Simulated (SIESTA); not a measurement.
TiO2:

```
Ti O
1.0
     4.59984    0.00000    0.00000
     0.00000    4.59984    0.00000
     0.00000    0.00000    2.95921
Ti O
2 4
Direct
  0.00000 0.00000 0.50000
  0.50000 0.50000 0.00000
  0.30432 0.30432 0.50000
  0.19568 0.80432 0.00000
  0.80432 0.19568 0.00000
  0.69568 0.69568 0.50000
```

The cell is a database's computed one.

```yaml
Program: SIESTA 5.4.2
Task: single point
Functional: PBE
Potentials_or_basis: PseudoDojo 0.4 standard (PBE files)
Basis: DZP (energy shift 0.003 Ry; two zetas on semicore shells)
Grid_cutoff: 800 Ry
Energy_shift: 0.003 Ry
k_mesh: 6 × 6 × 9
Occupations: fermi-dirac, width 0.05 eV
Spin: no spin polarisation
```

On this cell: pressure 7.4 GPa; largest force 0.059 eV/Å; band gap on the k mesh 1.75 eV, direct.

The same run follows on a disturbed copy (atoms moved at random, drawn with an rms of 0.05 Å):

```
CELL_PARAMETERS angstrom
4.59984 0.00000 0.00000
0.00000 4.59984 0.00000
0.00000 0.00000 2.95921
ATOMIC_POSITIONS crystal
Ti 0.99285 0.00757 0.49742
Ti 0.49187 0.51062 0.99653
O 0.30654 0.30354 0.49639
O 0.18927 0.80785 0.00486
O 0.79551 0.19416 0.00703
O 0.69910 0.70567 0.50990
```

What changes?

The energy moves by +5.4 meV/atom; pressure 7.3 GPa; largest force 0.827 eV/Å; band gap on the k mesh 1.67 eV, indirect (least direct gap 1.70 eV).

Forces in eV/Å, atoms in the order of the input:
```
Ti  -0.029  0.143  0.023
Ti   0.053 -0.065 -0.026
O    0.062  0.385  0.260
O    0.386 -0.271 -0.004
O    0.066  0.417 -0.092
O   -0.538 -0.608 -0.160
```

Stress tensor (GPa, compression positive):
```
 6.94  0.19 -0.37
 0.19  6.78 -0.65
-0.37 -0.65  8.12
```

Caveats: an odd mesh through Γ misses points on the zone boundary, where band edges often lie; the basis of atomic orbitals isn't converged, which shifts pressures, moduli and gaps.
